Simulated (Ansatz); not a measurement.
All numbers below come from Ansatz 0.2.0, DFT PBE, scalar-relativistic, plane waves, PAW. All cells share a 420 eV cutoff and Γ-centred k meshes spaced at most about 0.3 Å⁻¹ (2π included). No spin polarisation.

Temperature and zero-point effects are left out. Both are relaxed sheets, periodic along a and b.

Compare these two cells of LiH, each relaxed at this level.

1.

```cif
data_structure
_symmetry_space_group_name_H-M 'P 1'
_symmetry_Int_Tables_number 1
_cell_length_a 2.7617
_cell_length_b 2.7617
_cell_length_c 29.1370
_cell_angle_alpha 90.000
_cell_angle_beta 90.000
_cell_angle_gamma 90.000
_cell_volume 222.23
loop_
_atom_site_label
_atom_site_type_symbol
_atom_site_fract_x
_atom_site_fract_y
_atom_site_fract_z
_atom_site_occupancy
Li1 Li 0.50000 0.00000 0.25901 1
Li2 Li 0.00000 0.50000 0.32444 1
H1 H 0.50000 0.00000 0.32644 1
H2 H 0.00000 0.50000 0.25701 1
```

2.

```cif
data_structure
_symmetry_space_group_name_H-M 'P 1'
_symmetry_Int_Tables_number 1
_cell_length_a 2.6905
_cell_length_b 2.6905
_cell_length_c 23.8000
_cell_angle_alpha 90.000
_cell_angle_beta 90.000
_cell_angle_gamma 90.000
_cell_volume 172.29
loop_
_atom_site_label
_atom_site_type_symbol
_atom_site_fract_x
_atom_site_fract_y
_atom_site_fract_z
_atom_site_occupancy
Li1 Li 0.50000 0.50000 0.29412 1
H1 H 0.00000 0.00000 0.29412 1
```

**Question.** Which is lower in energy, and by how much?

**Answer.** Cell 1 is lower, by 98 meV/atom. Cell 1 has layer group p4/nmm (No. 64), 1.9 Å²/atom and a gap of 2.05 eV on its mesh; cell 2 has layer group p4/mmm (No. 61), 3.6 Å²/atom and a gap of 1.15 eV. Counting H atoms around Li (those within 1.25 times the shortest such distance or 1.15 times the sum of covalent radii), cell 1 has Li 5 and cell 2 has Li 4. Both come from invented guesses. Shaken at random and relaxed again, cell 1 came back. Shaken at random and relaxed again, cell 2 came back. Checks on cell 1: no imaginary mode on a 2×2×1 q mesh. Checks on cell 2: imaginary modes on a 2×2×1 q mesh (to 538i cm⁻¹).

Kohn–Sham gaps at this level usually fall short of measured ones. With hydrogen, zero-point motion can shift such differences by 10 meV/atom or more.
